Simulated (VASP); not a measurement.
## VASP 6.6.1 run: Ge

INCAR

```
LWAVE = .FALSE.
LCHARG = .FALSE.
PREC = Accurate
GGA = PE
NELM = 50
EDIFF = 0.0001
LASPH = .TRUE.
IBRION = -1
NBANDS = 21
ENCUT = 520
ISMEAR = -1
NSW = 0
LREAL = .FALSE.
ISIF = 2
SIGMA = 0.02
```

KPOINTS

```
KPOINTS created by Atomic Simulation Environment
0
Gamma
10 10 10
0 0 0
```

POSCAR

```
Ge
 1.0000000000000000
    -0.0130500932000000    2.8380077864000000    2.8380077864000000
     2.8380077864000000   -0.0130500932000000    2.8380077864000000
     2.8380077864000000    2.8380077864000000   -0.0130500932000000
 Ge
   2
Cartesian
 -0.0016049250194077 -0.0016049250194077 -0.0016049250194077
  1.4173462949194080  1.4173462949194080  1.4173462949194078
```

The recommended PBE PAW datasets give the neutral cell 28 valence electrons.

Command

```
mpirun -np 1 vasp_std
```

Task: Predict the outcome of this run.

Result: It converged. Results: gap between bands v and c on the k mesh 0.05 eV; least direct gap on the k mesh 0.05 eV; pressure 2.8 GPa. Band v is the last that the valence electrons fill when counted band by band, and c is the next.

OSZICAR

```
N       E                     dE             d eps       ncg     rms          rms(c)
DAV:   1     0.189126497887E+03    0.18913E+03   -0.14594E+04  5446   0.362E+03
DAV:   2     0.186098814753E+02   -0.17052E+03   -0.16500E+03  4877   0.623E+02
DAV:   3    -0.819637963554E+01   -0.26806E+02   -0.26624E+02  5607   0.143E+02
DAV:   4    -0.908796373925E+01   -0.89158E+00   -0.89115E+00  5417   0.305E+01
DAV:   5    -0.910278966540E+01   -0.14826E-01   -0.14826E-01  5612   0.434E+00    0.313E+00
DAV:   6    -0.904756577618E+01    0.55224E-01   -0.20820E-02  5590   0.144E+00    0.186E+00
DAV:   7    -0.901846540614E+01    0.29100E-01   -0.46276E-02  5414   0.195E+00    0.147E-01
DAV:   8    -0.902015988980E+01   -0.16945E-02   -0.59038E-03  5472   0.953E-01    0.424E-02
DAV:   9    -0.902030426056E+01   -0.14437E-03   -0.21423E-04  4615   0.209E-01    0.160E-02
DAV:  10    -0.902032767969E+01   -0.23419E-04   -0.41427E-05  4093   0.659E-02
   1 F= -.90203277E+01 E0= -.90202920E+01  d E =-.714334E-04
```

Standard output (part)

```
POSCAR found type information on POSCAR Ge
 POSCAR found :  1 types and       2 ions
 LDA part: xc-table for (Slater+PW92), standard interpolation
 POSCAR, INCAR and KPOINTS ok, starting setup
 WAVECAR not read
 entering main loop
```

For comparison, a separate PBE run of the intended cell, on usual settings and not on those above, gives a gap of 0.05 eV on its mesh and a pressure of 2.4 GPa.
